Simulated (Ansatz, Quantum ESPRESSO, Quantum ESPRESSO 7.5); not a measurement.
## Evanescent states of CaSe, rock salt type, lattice constant set to 5.87 Å

Wanted: the complex band structure of CaSe, rock salt type, lattice constant set to 5.87 Å, as for a tunnel barrier.

Calculated with Quantum ESPRESSO 7.5; plane-wave DFT, LDA, PseudoDojo norm-conserving pseudopotentials (cross-check by Ansatz 0.2.0 with PAW datasets).

Most raw output is cut from this account.

The structure was built from a prototype and need not be the compound's stable phase.

### 1. The starting structure

It takes space group Fm-3m (No. 225, cubic). Conventional cell: a = 5.870 Å, b = 5.870 Å, c = 5.870 Å, α = 90.00°, β = 90.00°, γ = 90.00°. Nearest to Ca lie 6 Se at 2.93 to 2.94 Å. Nearest to Se lie 6 Ca at 2.93 to 2.94 Å. Farther neighbours and most contacts between anions are not listed.

As a file:

```cif
data_structure
_symmetry_space_group_name_H-M 'Fm-3m'
_symmetry_Int_Tables_number 225
_cell_length_a 5.8700
_cell_length_b 5.8700
_cell_length_c 5.8700
_cell_angle_alpha 90.000
_cell_angle_beta 90.000
_cell_angle_gamma 90.000
_cell_volume 202.26
loop_
_atom_site_label
_atom_site_type_symbol
_atom_site_symmetry_multiplicity
_atom_site_Wyckoff_symbol
_atom_site_fract_x
_atom_site_fract_y
_atom_site_fract_z
_atom_site_occupancy
Ca1 Ca 4 a 0.00000 0.00000 0.00000 1
Se1 Se 4 b 0.00000 0.50000 0.00000 1
```

### 2. Self-consistent run

pwcond needs a cell whose third axis lies along the current and stands perpendicular to the other two.

File scf.in:

```
&control
  prefix = 'scf'
  outdir = './out'
  pseudo_dir = './pseudo'
  calculation = 'scf'
  tprnfor = .true.
/
&system
  ibrav = 0
  nat = 4
  ntyp = 2
  ecutwfc = 78
  ecutrho = 312
  occupations = 'fixed'
  nbnd = 30
/
&electrons
  conv_thr = 1e-09
  mixing_beta = 0.6
  electron_maxstep = 120
/
ATOMIC_SPECIES
  Ca  40.0780  Ca.dojo-sr-lda-0.4.1-standard.upf
  Se  78.9710  Se.dojo-sr-lda-0.4.1-standard.upf
CELL_PARAMETERS angstrom
  4.15071680556503 0.00000000000000 0.00000000000000
  0.00000000000000 4.15071680556503 0.00000000000000
  0.00000000000000 0.00000000000000 5.87000000000000
ATOMIC_POSITIONS crystal
  Ca  0.000000000000 0.000000000000 0.000000000000
  Se  0.500000000000 0.500000000000 0.000000000000
  Ca  0.500000000000 0.500000000000 0.500000000000
  Se  0.000000000000 0.000000000000 0.500000000000
K_POINTS automatic
  6 6 6 0 0 0
```

Command:

```sh
$ OMP_NUM_THREADS=1 mpirun -n 2 pw.x -nk 2 -in scf.in > scf.out
```

Wall time 32 s (2 MPI ranks of AMD EPYC 9R45, shared host); peak memory 0.36 GiB; 63 s of CPU time.

Read from the output:

| Item | Value |
| --- | --- |
| free energy | -8708.1952 eV |
| valence top, on the run's zero | 7.404 eV |
| conduction bottom, on the run's zero | 9.227 eV |
| gap by band count | 1.823 eV |

The program's own clock; routines nest. Time by routine:

```
     routine  wall time (s)  calls
       PWSCF          31.19      1
   electrons          29.52      1
     c_bands          26.66     10
     cegterg          23.31    200
       h_psi           17.9   1506
        fftw          14.54  41576
    vloc_psi          13.86   1506
    sum_band           2.78     10
      calbec           2.21   1586
h_psi:calbec           2.01   1506
  add_vuspsi           1.85   1506
    init_run            1.3      1
     wfcinit           0.92      1
     cdiaghg           0.72   1466
```

The run needed 9 iterations to bring the estimated error under 1e-09 Ry.

### 3. Complex band structure

ikind = 0 solves one period of the crystal for all kz, real and complex, at each energy and k across. ewind and epsproj trim the two-dimensional plane-wave basis; nz1 sets the subslabs.

File cbs.in:

```
&inputcond
  outdir = './out'
  prefixl = 'scf'
  band_file = 'cbs'
  ikind = 0
  ewind = 4.0
  epsproj = 1e-05
  nz1 = 7
  energy0 = 7.44
  denergy = -0.24
/
4
  0.00000000 0.00000000 1.00000000
  0.50000000 0.00000000 1.00000000
  0.50000000 0.50000000 1.00000000
  0.25000000 0.00000000 1.00000000
40
```

Command:

```sh
$ OMP_NUM_THREADS=1 mpirun -n 2 pwcond.x -in cbs.in > cbs.out
```

Wall time 1.9 min (2 MPI ranks); peak memory 0.16 GiB.

Read from the output:

* peak of the smallest κ at the zone centre: 0.178 Å⁻¹
* energy of the peak at the zone centre: 1.44 eV
* peak of the smallest κ at (1/2, 0): 0.536 Å⁻¹
* peak of the smallest κ at (1/2, 1/2): 0.247 Å⁻¹
* peak of the smallest κ at (1/4, 0): 0.352 Å⁻¹

K across = (0, 0) in the cell's reciprocal vectors; values within 0.0025 1/Å of each other count once, columns are sorted by size at each energy, a dash where no further value was kept. Im kz of the slowest decaying states against energy, zero at the highest filled level of the SCF mesh:

```
energy (eV)  decay 1 (Å⁻¹)  decay 2 (Å⁻¹)  decay 3 (Å⁻¹)
      -1.92          0.401          0.826           1.09
      -1.68          0.425          0.774           1.06
      -1.20          0.455          0.584          0.668
      -0.96          0.464           0.81          0.953
      -0.72          0.471          0.852          0.914
      -0.24          0.477           0.83           0.89
       0.00          0.005          0.478          0.784
       0.24          0.097          0.217          0.477
       0.72          0.151          0.319          0.471
       0.96          0.165           0.34          0.467
       1.20          0.173          0.352          0.461
       1.68          0.178          0.238          0.352
       1.92          0.175          0.344          0.437
       2.16          0.169           0.33          0.427
       2.64          0.142          0.285          0.403
       2.88          0.116          0.252          0.388
       3.36          0.141          0.355          0.377
       3.60          0.085          0.275          0.335
       3.84          0.177          0.213          0.313
       4.32          0.255          0.322          0.694
       4.56          0.009          0.215          0.355
       4.80           0.15          0.379          0.633
       5.28           0.15          0.358          0.412
       5.52          0.174          0.422           0.46
       5.76          0.171          0.418          0.429
       6.24          0.286          0.304          0.435
       6.48           0.33          0.342          0.434
       6.72          0.361          0.364          0.431
       7.20          0.385          0.399          0.419
       7.44          0.389          0.409          0.736
```

K across = (0, 0) in the cell's reciprocal vectors. Re kz of states that move upwards against energy, zero at the highest filled level of the SCF mesh:

```
energy (eV)  channel 1 (Å⁻¹)  channel 2 (Å⁻¹)  channel 3 (Å⁻¹)  channel 4 (Å⁻¹)  channel 5 (Å⁻¹)
      -1.92           -0.450                -                -                -                -
      -1.44           -0.342                -                -                -                -
      -0.96           -0.251           0.0487           0.0487                -                -
      -0.48           -0.419           -0.419           -0.160                -                -
       0.00         -0.00697         -0.00697                -                -                -
       0.48                -                -                -                -                -
       0.96                -                -                -                -                -
       1.44                -                -                -                -                -
       1.92            0.179                -                -                -                -
       2.40            0.472                -                -                -                -
       2.88           -0.402                -                -                -                -
       3.12           -0.307                -                -                -                -
       3.60           0.0761           0.0761            0.187                -                -
       4.08            0.257            0.257            0.407                -                -
       4.56           -0.461            0.149            0.375            0.375                -
       5.04            0.220            0.487            0.487                -                -
       5.52           -0.451           -0.451            0.277                -                -
       6.00           0.0350            0.328                -                -                -
       6.48            0.255            0.376                -                -                -
       6.96            0.333            0.425                -                -                -
       7.44            0.396            0.473                -                -                -
```

K across = (1/2, 0) in the cell's reciprocal vectors; values within 0.0025 1/Å of each other count once, columns are sorted by size at each energy, a dash where no further value was kept. Im kz of the slowest decaying states against energy, zero at the highest filled level of the SCF mesh:

```
energy (eV)  decay 1 (Å⁻¹)  decay 2 (Å⁻¹)  decay 3 (Å⁻¹)
      -1.92          0.196          0.682          0.751
      -1.68          0.137          0.592          0.702
      -1.20          0.064          0.077          0.227
      -0.96          0.458           1.46              -
      -0.72          0.492          0.547           1.43
      -0.24          0.524          0.621           1.38
       0.00          0.532          0.638           1.35
       0.24          0.535          0.648           1.33
       0.72          0.534          0.653           1.27
       0.96           0.53           0.65           1.25
       1.20          0.523          0.644           1.22
       1.68          0.504          0.624           1.16
       1.92          0.492          0.611           1.12
       2.16          0.477          0.595           1.09
       2.64          0.439          0.556           1.02
       2.88          0.416          0.533          0.987
       3.36          0.356          0.476           0.91
       3.60          0.316          0.441          0.867
       3.84          0.265            0.4          0.822
       4.32          0.287          0.717              -
       4.56           0.14          0.195          0.652
       4.80          0.037          0.173          0.572
       5.28          0.106          0.173          0.189
       5.52          0.115          0.312          0.319
       5.76          0.187          0.453          0.456
       6.24          0.242           0.56           1.16
       6.48          0.159          0.251           0.59
       6.72          0.228          0.252          0.614
       7.20          0.238          0.295          0.656
       7.44          0.239          0.246          0.311
```

K across = (1/2, 1/2) in the cell's reciprocal vectors; values within 0.0025 1/Å of each other count once, columns are sorted by size at each energy, a dash where no further value was kept. Table of Im kz of the slowest decaying states by energy, zero at the highest filled level of the SCF mesh:

```
energy (eV)  decay 1 (Å⁻¹)  decay 2 (Å⁻¹)  decay 3 (Å⁻¹)
      -1.92          0.163           1.19           1.61
      -1.44           1.19           1.56           1.87
      -0.96          0.017           1.18              -
      -0.48          0.203          0.213           1.17
      -0.24          0.229          0.247           1.17
       0.00          0.242           0.27           1.16
       0.24          0.247          0.288           1.15
       0.72          0.234          0.309           1.13
       1.20          0.193          0.318           1.11
       1.68            0.1          0.318           1.08
       2.16          0.311           1.05           1.12
       2.64          0.297           1.02           1.04
       2.88          0.287          0.993           1.00
       3.36          0.262          0.894          0.964
       3.84          0.227          0.774          0.919
       4.32          0.177          0.615          0.867
       4.80           0.09           0.34          0.345
       5.28           0.17          0.735           1.10
       5.76          0.643          0.867           0.87
       6.00          0.016          0.091          0.439
       6.48          0.403          0.443          0.954
       6.96           0.41          0.563           1.03
       7.44          0.398          0.634           1.06
```

K across = (1/4, 0) in the cell's reciprocal vectors; values within 0.0025 1/Å of each other count once, columns are sorted by size at each energy, a dash where no further value was kept. The Im kz of the slowest decaying states by energy, zero at the highest filled level of the SCF mesh:

```
energy (eV)  decay 1 (Å⁻¹)  decay 2 (Å⁻¹)  decay 3 (Å⁻¹)
      -1.92          0.758           0.82           1.19
      -1.44          0.121          0.602          0.772
      -0.96          0.222          0.705          0.778
      -0.48          0.157           0.22          0.223
      -0.24          0.264           0.34          0.596
       0.00          0.302          0.399          0.578
       0.24          0.326          0.434          0.564
       0.72          0.349          0.467           0.54
       1.20          0.352          0.473          0.515
       1.68           0.34           0.46          0.486
       2.16          0.315          0.431          0.447
       2.64          0.274          0.378          0.385
       2.88          0.246          0.304          0.355
       3.36          0.149          0.269          0.491
       3.84          0.033          0.082          0.159
       4.32          0.083          0.399          0.539
       4.80          0.326          0.418          0.486
       5.28          0.202          0.358          0.373
       5.76          0.129           0.42           1.46
       6.00          0.186          0.193          0.213
       6.48          0.019          0.299          0.314
       6.96          0.233          0.315          0.344
       7.44          0.307           0.32          0.347
```

The program's own clock; routines nest. Time by routine:

```
     routine  wall time (s)  calls
      PWCOND          110.6      1
scatter_forw          85.47    160
      compbs           21.7    160
    compbs_2          20.42    160
       local              3      4
        init           0.45      1
       poten           0.18      1
```

### 4. Complex bands with pwcond.x, with nz1 = 1

A sensitivity test on the input.

cbs.w.in, as its differences from the input of step 3:

```diff
@@ -3,3 +3,3 @@
   prefixl = 'scf'
-  band_file = 'cbs'
+  band_file = 'cbs.w'
   ikind = 0
@@ -7,3 +7,3 @@
   epsproj = 1e-05
-  nz1 = 7
+  nz1 = 1
   energy0 = 7.44
```

Command:

```sh
$ OMP_NUM_THREADS=1 mpirun -n 2 pwcond.x -in cbs.w.in > cbs.w.out
```

Wall time 71 s (2 MPI ranks); peak memory 0.16 GiB.

The changed values were drawn from a wide range, not chosen for quality; the comparison shows what they did here together.

Beside the run it was changed from:

```
                                       quantity  this run  unchanged run  difference
peak of the smallest κ at the zone centre (Å⁻¹)     0.179          0.178      0.0010
       peak of the smallest κ at (1/2, 0) (Å⁻¹)     0.538          0.536      0.0020
     peak of the smallest κ at (1/2, 1/2) (Å⁻¹)     0.251          0.247      0.0040
                                  wall time (s)        71            111
```

The physical values in this table move by up to 1.6 %.

### 5. Complex bands with pwcond.x, with ewind, epsproj = [0.1, 0.1]

Another try, with an input changed as a hurried user might.

cbs.bad.in, as its differences from the input of step 3:

```diff
@@ -3,6 +3,6 @@
   prefixl = 'scf'
-  band_file = 'cbs'
+  band_file = 'cbs.bad'
   ikind = 0
-  ewind = 4.0
-  epsproj = 1e-05
+  ewind = 0.1
+  epsproj = 0.1
   nz1 = 7
```

Command:

```sh
$ OMP_NUM_THREADS=1 mpirun -n 2 pwcond.x -in cbs.bad.in > cbs.bad.out
```

Run time: 47 s. Hardware: 2 MPI ranks; peak memory 0.13 GiB.

The run finished, but its numbers are not taken as the system's. The fault: a window of plane waves far too small, with a loose projection threshold.

Beside the run it was changed from:

```
                                  quantity  this run  unchanged run  difference
  peak of the smallest κ at (1/2, 0) (Å⁻¹)     0.529          0.536     -0.0070
peak of the smallest κ at (1/2, 1/2) (Å⁻¹)     0.256          0.247      0.0090
                             wall time (s)        47            111
```

At one or more of the first three k points this run gives no bounded stop band to compare.

The physical values in this table move by up to 3.6 %.

[end of part 1 of 2]

[Logs are printed without paths, hosts, clocks, repeated set-up lines and the standing remarks that a program may print on its own settings, such as how far it seeks lower states.]

[Hosts, paths, dates, database ids (printed as entryN), source tags and the programs' standing remarks are cut or masked in the printed files.]

[Maps of the electrostatic potential energy from Ansatz leave out the sawtooth potential of an applied field or a dipole correction, so their vacuum need not be flat; planar profiles and work functions include it.]
